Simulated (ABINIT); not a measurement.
# MnO (Cm) in ABINIT: reference runs

Aim: a first look at MnO with PBE, on the cell as given.

Program: ABINIT 10.8.3 (patched build). These are calculated values, not measurements. Logs are shortened: lines on timing, memory, paths and dates and some standing lists are left out, and cuts for length are marked. The log counts tension as positive stress, the text compression.

## Step 1: Starting point

It takes space group Cm (No. 8, monoclinic). The conventional cell has a = 5.943 Å, b = 3.434 Å, c = 3.440 Å, α = 90.00°, β = 125.23°, γ = 90.00°. Mn (site symmetry m) has 4 O at 2.10 Å as nearest neighbours. Around O (site symmetry m) lie 4 Mn at 2.10 Å.

The cell comes from a database or a generator and needn't be the stable form of this composition.

## Step 2: Single point, PBE, collinear spin, ferromagnetic start

File run.abi:

```
# Pseudopotentials
pp_dirpath "./"
pseudos "Mn.GGA_PBE-JTH.xml, O.GGA_PBE-JTH.xml"

# Structure
structure "poscar:POSCAR"
natom 2
chkprim 0
chksymtnons 0
tolsym 1.0e-6

# Plane-wave basis
ecut 26.0
pawecutdg 48.0
pawxcdev 0

# k points
kptopt 1
ngkpt 9 9 9
nshiftk 1
shiftk 0.0 0.0 0.0

# Exchange and correlation
ixc 11

# Bands and occupations
nband 16
occopt 3
tsmear 0.05 eV

# Spin
nsppol 2
spinat
     0.0000000000     0.0000000000     4.0000000000
     0.0000000000     0.0000000000     0.0000000000

# SCF cycle
nstep 100
tolvrs 1.0e-9

# Output
iomode 3
prtwf 0
prteig 0
prtebands 0
enunit 1
prtden 1
prtvha 1
prtvclmb 1
prtpot 1
```

File POSCAR:

```
MnO
1.0
    2.9712935166     -1.7169813801      0.0000000000
    2.9712935166      1.7169813801      0.0000000000
   -1.9846287531      0.0000000000      2.8103092467
Mn O
1 1
Direct
    0.5001990000      0.5001990000      0.5006650000  Mn
    0.7498025000      0.7498025000      0.2493360000  O
```

Potentials or basis: JTH PAW PBE v2.0.

Started as:

```sh
abinit run.abi > log 2>&1
```

run.abo:

```text
.Version 10.8.3 of ABINIT
 Symmetries : space group Cm (#  8); Bravais mC (1-face-center monocl.)
================================================================================
 Values of the parameters that define the memory need of the present run
     intxc =       0    ionmov =       0      iscf =      17    lmnmax =      18
     lnmax =       6     mgfft =      30  mpssoang =       3    mqgrid =    3001
     natom =       2  nloc_mem =       2    nspden =       2   nspinor =       1
    nsppol =       2      nsym =       2    n1xccc =       1    ntypat =       2
    occopt =       3   xclevel =       2
       mpw =        1245          nfft =       27000          nkpt =         205
 PAW method is used; the additional fine FFT grid is defined by:
   mgfftf=        45    nfftf =     91125
================================================================================
================================================================================

--------------------------------------------------------------------------------
------------- Echo of variables that govern the present computation ------------
--------------------------------------------------------------------------------
 -outvars: echo values of preprocessed input variables --------
            acell      1.0000000000E+00  1.0000000000E+00  1.0000000000E+00 Bohr
              amu      5.49380500E+01  1.59994000E+01
          chkprim           0
      chksymtnons           0
             ecut      2.60000000E+01 Hartree
           enunit           1
                       outvar_i_n : Printing only first  50 k-points.
              ixc          11
                       outvar_i_n : Printing only first  50 k-points.
         kptrlatt        9    0    0      0    9    0      0    0    9
          kptrlen      5.83648706E+01
            natom           2
            nband          16
            ngfft          30      30      30
          ngfftdg          45      45      45
             nkpt         205
           nspden           2
           nsppol           2
            nstep         100
             nsym           2
           ntypat           2
                       prtocc : prtvol=0, do not print more k-points.
                       1.000000  1.000000  1.000000  1.000000  1.000000  1.000000
                       1.000000  1.000000  1.000000  1.000000  1.000000  0.000000
                       0.000000  0.000000  0.000000  0.000000
                       1.000000  1.000000  1.000000  1.000000  1.000000  1.000000
                       1.000000  1.000000  1.000000  1.000000  1.000000  0.000000
                       0.000000  0.000000  0.000000  0.000000
                       1.000000  1.000000  1.000000  1.000000  1.000000  1.000000
                       1.000000  1.000000  1.000000  1.000000  1.000000  0.000000
                       0.000000  0.000000  0.000000  0.000000
                       1.000000  1.000000  1.000000  1.000000  1.000000  1.000000
                       1.000000  1.000000  1.000000  1.000000  1.000000  0.000000
                       0.000000  0.000000  0.000000  0.000000
                       1.000000  1.000000  1.000000  1.000000  1.000000  1.000000
                       1.000000  1.000000  1.000000  1.000000  1.000000  0.000000
                       0.000000  0.000000  0.000000  0.000000
                       1.000000  1.000000  1.000000  1.000000  1.000000  1.000000
                       1.000000  1.000000  1.000000  1.000000  1.000000  0.000000
[... 118 lines left out ...]
                       1.000000  1.000000  1.000000  1.000000  1.000000  1.000000
                       1.000000  1.000000  1.000000  1.000000  1.000000  0.000000
                       0.000000  0.000000  0.000000  0.000000
                       1.000000  1.000000  1.000000  1.000000  1.000000  1.000000
                       1.000000  1.000000  1.000000  1.000000  1.000000  0.000000
                       0.000000  0.000000  0.000000  0.000000
                       1.000000  1.000000  1.000000  1.000000  1.000000  1.000000
                       1.000000  1.000000  1.000000  1.000000  1.000000  0.000000
                       0.000000  0.000000  0.000000  0.000000
                       1.000000  1.000000  1.000000  1.000000  1.000000  1.000000
                       1.000000  1.000000  1.000000  1.000000  1.000000  0.000000
                       0.000000  0.000000  0.000000  0.000000
                       1.000000  1.000000  1.000000  1.000000  1.000000  1.000000
                       1.000000  1.000000  1.000000  1.000000  1.000000  0.000000
                       0.000000  0.000000  0.000000  0.000000
                       prtocc : prtvol=0, do not print more k-points.
           occopt           3
        pawecutdg      4.80000000E+01 Hartree
         pawxcdev           0
        prtebands           0
           prteig           0
           prtpot           1
         prtvclmb           1
           prtvha           1
            prtwf           0
[... 124 lines left out ...]
etotal    :  -1.20980432E+02
entropy   :   0.00000000E+00
fermie    :   1.86508622E-01
cartesian_stress_tensor: # hartree/bohr^3
- [  1.30619533E-04,   0.00000000E+00,  -7.90392749E-07, ]
- [  0.00000000E+00,   1.30916060E-04,   0.00000000E+00, ]
- [ -7.90392749E-07,   0.00000000E+00,   1.37565058E-04, ]
pressure_GPa:  -3.9140E+00
xred      :
- [  5.0020E-01,   5.0020E-01,   5.0067E-01, Mn]
- [  7.4980E-01,   7.4980E-01,   2.4934E-01,  O]
cartesian_forces: # hartree/bohr
- [  2.33453580E-05,  -1.53132836E-21,   1.29343537E-06, ]
- [ -2.33453580E-05,   1.53132836E-21,  -1.29343537E-06, ]
force_length_stats: {min:   2.33811615E-05, max:   2.33811615E-05, mean:   2.33811615E-05, }
...

 Integrated electronic and magnetization densities in atomic spheres:
 ------------------------------------------------------------------------------------------------------------
 Radius=ratsph(iatom), smearing ratsm=  0.0000. Diff(up-dn)=approximate z local magnetic moment.
    Atom    Radius    up_density   dn_density  Total(up+dn)  Diff(up-dn)
    1 Mn   2.11192     8.663978     4.349004     13.012982     4.314974
    2  O   1.41465     2.350136     2.169937      4.520072     0.180199
 ------------------------------------------------------------------------------------------------------------
  Sum:                11.014114     6.518941     17.533054     4.495173
 Total magnetization (from the atomic spheres):                4.495173
 Total magnetization (exact up - dn):                          4.998341

================================================================================

 ----iterations are completed or convergence reached----

 Mean square residual over all n,k,spin=   62.528E-09; max=  72.631E-06
 reduced coordinates (array xred) for    2 atoms
       0.500199000000      0.500199000000      0.500665000000
       0.749802500000      0.749802500000      0.249336000000
 rms dE/dt=  1.1716E-04; max dE/dt=  1.4111E-04; dE/dt below (all hartree)
    1      -0.000121057689     -0.000121057689      0.000090805403
    2       0.000141107458      0.000141107458     -0.000070565549

 cartesian coordinates (angstrom) at end:
    1      1.97884193674879    -0.00000000000000     1.40702347899906
    2      3.96092721917800    -0.00000000000000     0.70071126633519

 cartesian forces (hartree/bohr) at end:
    1      0.00002334535797    -0.00000000000000     0.00000129343537
    2     -0.00002334535797     0.00000000000000    -0.00000129343537
 frms,max,avg= 1.3499120E-05 2.3345358E-05  -1.785E-06  0.000E+00 -3.166E-06 h/b

 cartesian forces (eV/Angstrom) at end:
    1      0.00120046657370    -0.00000000000000     0.00006651112095
    2     -0.00120046657370     0.00000000000000    -0.00006651112095
 frms,max,avg= 6.9415265E-04 1.2004666E-03  -9.181E-05  0.000E+00 -1.628E-04 e/A
 length scales=  1.000000000000  1.000000000000  1.000000000000 bohr
              =  0.529177210544  0.529177210544  0.529177210544 angstroms
 Fermi (or HOMO) energy (eV) =   5.07516   Average Vxc (eV)=  -9.88692
 Eigenvalues (   eV  ) for nkpt= 205  k points, SPIN UP:
 kpt#   1, nband= 16, wtk=  0.00137, kpt=  0.0000  0.0000  0.0000 (reduced coord)
 -76.58548  -45.33041  -45.32985  -45.32909  -14.22010   -0.63273   -0.62089   -0.61822
   2.37691    2.37963    3.65598    5.07418    5.07460    5.08028   16.77373   16.84137
 prteigrs : prtvol=0 or 1, do not print more k-points.

 Eigenvalues (   eV  ) for nkpt= 205  k points, SPIN DOWN:
 kpt#   1, nband= 16, wtk=  0.00137, kpt=  0.0000  0.0000  0.0000 (reduced coord)
 -71.72509  -40.56366  -40.56322  -40.56195  -13.81198    0.66083    0.67477    0.67741
   5.05915    6.70544    6.70995    8.45491    8.45573    8.46268   18.23128   18.30524
 prteigrs : prtvol=0 or 1, do not print more k-points.

--- !EnergyTerms
iteration_state     : {dtset: 1, }
comment             : Components of total free energy in Hartree
kinetic             :  2.00755781079921E+01
hartree             :  3.35341474114988E+01
xc                  : -6.59667351033065E+00
Ewald energy        : -7.30266186709335E+01
psp_core            :  3.73682813822628E+00
local_psp           : -9.16469678914939E+01
PAW spherical_terms : -7.05665733484930E+00
internal            : -1.20980363749890E+02
'-kT*entropy'       : -6.75938307153480E-05
total_energy        : -1.20980431343721E+02
total_energy_eV     : -3.29204524549938E+03
...

--- !EnergyTermsDC
iteration_state     : {dtset: 1, }
comment             : '"Double-counting" decomposition of free energy'
band_energy         : -1.53645962222816E+01
Ewald energy        : -7.30266186709335E+01
psp_core            :  3.73682813822628E+00
xc_dc               : -3.15587331034124E+01
PAW spherical_terms : -4.76724430100261E+00
internal            : -1.20980364159404E+02
'-kT*entropy'       : -6.75938307153480E-05
total_energy_dc     : -1.20980431753235E+02
total_energy_dc_eV  : -3.29204525664281E+03
...

--- !EnergyTermsWithPAWCore
iteration_state     : {dtset: 1, }
comment             : 'Components of total free energy, including PAW core contributions'
Total energy        : -1.23391227547905E+03
Total energy DC     : -1.23391227588857E+03
Total energy (eV)   : -3.35764635217179E+04
Total energy DC (eV): -3.35764635328613E+04
...

 Cartesian components of stress tensor (hartree/bohr^3)
  sigma(1 1)=  1.30619533E-04  sigma(3 2)=  0.00000000E+00
  sigma(2 2)=  1.30916060E-04  sigma(3 1)= -7.90392749E-07
  sigma(3 3)=  1.37565058E-04  sigma(2 1)=  0.00000000E+00

-Cartesian components of stress tensor (GPa)         [Pressure= -3.9140E+00 GPa]
- sigma(1 1)=  3.84295935E+00  sigma(3 2)=  0.00000000E+00
- sigma(2 2)=  3.85168347E+00  sigma(3 1)= -2.32541575E-02
- sigma(3 3)=  4.04730375E+00  sigma(2 1)=  0.00000000E+00

== END DATASET(S) ==============================================================
================================================================================

 -outvars: echo values of variables after computation  --------
            acell      1.0000000000E+00  1.0000000000E+00  1.0000000000E+00 Bohr
           etotal     -1.2098043175E+02
            fcart      2.3345357972E-05 -1.5313283633E-21  1.2934353706E-06
                      -2.3345357972E-05  1.5313283633E-21 -1.2934353706E-06
            rprim      5.6149309861E+00 -3.2446245717E+00  0.0000000000E+00
                       5.6149309861E+00  3.2446245717E+00  0.0000000000E+00
                      -3.7504048050E+00  0.0000000000E+00  5.3107148054E+00
           strten      1.3061953338E-04  1.3091606018E-04  1.3756505845E-04
                       0.0000000000E+00 -7.9039274875E-07  0.0000000000E+00
           xangst      1.9788419367E+00 -3.6002216821E-17  1.4070234790E+00
                       3.9609272192E+00 -1.0841169032E-16  7.0071126634E-01
             xred      5.0019900000E-01  5.0019900000E-01  5.0066500000E-01
                       7.4980250000E-01  7.4980250000E-01  2.4933600000E-01
 Calculation completed.
```

Wall time 6.9 min (1 thread of Arm Neoverse V1, shared host); peak memory 0.34 GiB.

What came out:

| Property | Result |
| --- | --- |
| Free energy | -3292.0453 eV |
| Pressure | -3.9 GPa |
| Band gap on the k mesh | none (metal or under the smearing width) |
| Net moment | 5.00 μB per cell |
| Site moments | Mn +4.32; O +0.18 μB |
| Valence electrons inside the program's atomic spheres | Mn 13.01; O 4.52 |

Stress tensor (GPa, compression positive):
```
-3.84  0.00  0.02
 0.00 -3.85  0.00
 0.02  0.00 -4.05
```

Levels at points of the mesh, in eV from the Fermi level:
Spin up:
```csv
k point,band 11,band 12,band 13,band 14,band 15,band 16
"(0.00, 0.00, 0.00)",-1.42,0.00,0.00,0.01,11.70,11.77
```
Spin down:
| k point | band 4 | band 5 | band 6 | band 7 | band 8 | band 9 | band 10 | band 11 | band 12 | band 13 |
| --- | --- | --- | --- | --- | --- | --- | --- | --- | --- | --- |
| (0.00, 0.00, 0.00) | -45.64 | -18.89 | -4.41 | -4.40 | -4.40 | -0.02 | 1.63 | 1.63 | 3.38 | 3.38 |

Caveat: a cell with one magnetic atom can't hold antiferromagnetic order, which such compounds often take; semilocal functionals often make such compounds metallic where correlation or magnetic order opens a gap, which also shifts bond lengths.

## Step 3: Single point, PBE, collinear spin, ferromagnetic start

File run.abi:

```
pp_dirpath "./"
pseudos "Mn.GGA_PBE-JTH.xml, O.GGA_PBE-JTH.xml"

acell 3.4317066048 3.4317066048 3.4404344711 Angstrom
rprim
     0.8658355328    -0.5003287221     0.0000000000
     0.8658355328     0.5003287221     0.0000000000
    -0.5768541066     0.0000000000     0.8168471948
ntypat 2
znucl 25 8
natom 2
typat 1 2
xred
     0.5001990000     0.5001990000     0.5006650000
     0.7498025000     0.7498025000     0.2493360000
chkprim 0
chksymtnons 0
tolsym 1.0e-6

ecut 26.0
pawecutdg 48.0
pawxcdev 0

kptopt 1
ngkpt 9 9 9
nshiftk 1
shiftk 0.0 0.0 0.0

ixc 11

nband 16
occopt 3
tsmear 0.00183747

nsppol 2
spinat
     0.0000000000     0.0000000000     4.0000000000
     0.0000000000     0.0000000000     0.0000000000

nstep 100
tolvrs 1.0e-9

iomode 3
prtwf 0
prteig 0
prtebands 0
enunit 2
prtden 1
prtvha 1
prtvclmb 1
prtpot 1
```

Potentials or basis: JTH PAW PBE v2.0.

Started as:

```sh
abinit run.abi > log 2>&1
```

run.abo:

```text
.Version 10.8.3 of ABINIT
 Symmetries : space group Cm (#  8); Bravais mC (1-face-center monocl.)
================================================================================
 Values of the parameters that define the memory need of the present run
     intxc =       0    ionmov =       0      iscf =      17    lmnmax =      18
     lnmax =       6     mgfft =      30  mpssoang =       3    mqgrid =    3001
     natom =       2  nloc_mem =       2    nspden =       2   nspinor =       1
    nsppol =       2      nsym =       2    n1xccc =       1    ntypat =       2
    occopt =       3   xclevel =       2
       mpw =        1245          nfft =       27000          nkpt =         205
 PAW method is used; the additional fine FFT grid is defined by:
   mgfftf=        45    nfftf =     91125
================================================================================
================================================================================

--------------------------------------------------------------------------------
------------- Echo of variables that govern the present computation ------------
--------------------------------------------------------------------------------
 -outvars: echo values of preprocessed input variables --------
            acell      6.4849856275E+00  6.4849856275E+00  6.5014789045E+00 Bohr
              amu      5.49380500E+01  1.59994000E+01
          chkprim           0
      chksymtnons           0
             ecut      2.60000000E+01 Hartree
           enunit           2
                       outvar_i_n : Printing only first  50 k-points.
              ixc          11
[... 412 lines left out ...]
'-kT*entropy'       : -6.75940785148609E-05
total_energy_dc     : -1.20980431753377E+02
total_energy_dc_eV  : -3.29204525664669E+03
...

--- !EnergyTermsWithPAWCore
iteration_state     : {dtset: 1, }
comment             : 'Components of total free energy, including PAW core contributions'
Total energy        : -1.23391227547918E+03
Total energy DC     : -1.23391227588871E+03
Total energy (eV)   : -3.35764635217214E+04
Total energy DC (eV): -3.35764635328652E+04
...

 Cartesian components of stress tensor (hartree/bohr^3)
  sigma(1 1)=  1.30619535E-04  sigma(3 2)=  0.00000000E+00
  sigma(2 2)=  1.30916062E-04  sigma(3 1)= -7.90392802E-07
  sigma(3 3)=  1.37565060E-04  sigma(2 1)=  0.00000000E+00

-Cartesian components of stress tensor (GPa)         [Pressure= -3.9140E+00 GPa]
- sigma(1 1)=  3.84295940E+00  sigma(3 2)=  0.00000000E+00
- sigma(2 2)=  3.85168353E+00  sigma(3 1)= -2.32541591E-02
- sigma(3 3)=  4.04730380E+00  sigma(2 1)=  0.00000000E+00

== END DATASET(S) ==============================================================
================================================================================

 -outvars: echo values of variables after computation  --------
            acell      6.4849856275E+00  6.4849856275E+00  6.5014789045E+00 Bohr
           etotal     -1.2098043175E+02
            fcart      2.3345359543E-05  4.9361169393E-22  1.2933758795E-06
                      -2.3345359543E-05 -4.9361169393E-22 -1.2933758795E-06
            rprim      8.6583553280E-01 -5.0032872210E-01  0.0000000000E+00
                       8.6583553280E-01  5.0032872210E-01  0.0000000000E+00
                      -5.7685410660E-01  0.0000000000E+00  8.1684719480E-01
           strten      1.3061953519E-04  1.3091606226E-04  1.3756506003E-04
                       0.0000000000E+00 -7.9039280158E-07  0.0000000000E+00
           xangst      1.9788419367E+00  5.0624414621E-17  1.4070234790E+00
                       3.9609272191E+00  1.0802301861E-16  7.0071126631E-01
             xred      5.0019900000E-01  5.0019900000E-01  5.0066500000E-01
                       7.4980250000E-01  7.4980250000E-01  2.4933600000E-01
 Calculation completed.
```

Run time: 3.8 min. Hardware: 1 thread of Intel Xeon 6975P-C (Granite Rapids), shared host; peak memory 0.33 GiB.

What came out:

* Free energy: -3292.0453 eV
* Pressure: -3.9 GPa
* Band gap on the k mesh: none (metal or under the smearing width)
* Net moment: 5.00 μB per cell
* Site moments: Mn +4.32; O +0.18 μB
* Valence electrons inside the program's atomic spheres: Mn 13.01; O 4.52

Caveat: a cell with one magnetic atom can't hold antiferromagnetic order, which such compounds often take; semilocal functionals often make such compounds metallic where correlation or magnetic order opens a gap, which also shifts bond lengths.
